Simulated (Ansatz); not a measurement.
The calculation used DFT PBE, scalar-relativistic, plane waves, PAW (Ansatz). All cells share a 420 eV cutoff and Γ-centred k meshes spaced at most about 0.3 Å⁻¹ (2π included). No spin polarisation.

Temperature and zero-point effects are left out.

Compare these two cells of NaI, each relaxed at this level.

A.

```
Na I
1.0
     0.00000    3.26410    3.26410
     3.26410    0.00000    3.26410
     3.26410    3.26410    0.00000
Na I
1 1
Direct
  0.00000 0.00000 0.00000
  0.50000 0.50000 0.50000
```

B.

```
Na I
1.0
     5.15075    0.00000    0.00000
    -2.57538    4.46068    0.00000
     0.00000    0.00000    7.97323
Na I
2 2
Cartesian
  0.0000 2.9738 3.0426
  2.5754 1.4869 7.0293
  0.0000 2.9738 7.9057
  2.5754 1.4869 3.9191
```

Question: Which form is favoured at zero pressure, and by what margin per atom?

Answer: A is lower, by 43 meV/atom. A has the rock salt type, space group Fm-3m (No. 225), 34.8 Å³/atom and a gap of 3.58 eV on its mesh; B has the wurtzite type, space group P6_3mc (No. 186), 45.8 Å³/atom and a gap of 3.70 eV. Counting I atoms around Na (those within 1.25 times the shortest such distance or 1.15 times the sum of covalent radii), A has Na 6 and B has Na 4. The denser one is the lower, and pressure would at first widen the difference. In A, Na is surrounded by 6 I at 3.26 Å; I has 6 Na at 3.26 Å. In B, around Na lie 4 I at 3.10–3.11 Å; around I lie 4 Na at 3.10–3.11 Å. Origin: A, reached from a cell as deposited in COD, among other starts; B, invented. Shaken at random and relaxed again, A came back. Checks on A: no imaginary mode on a 4×4×4 q mesh. Checks on B: no imaginary mode on a 2×2×1 q mesh.

These runs have no spin–orbit coupling, which can matter for I. Kohn–Sham gaps at this level usually fall short of measured ones. The missing spin–orbit coupling can work the other way here.
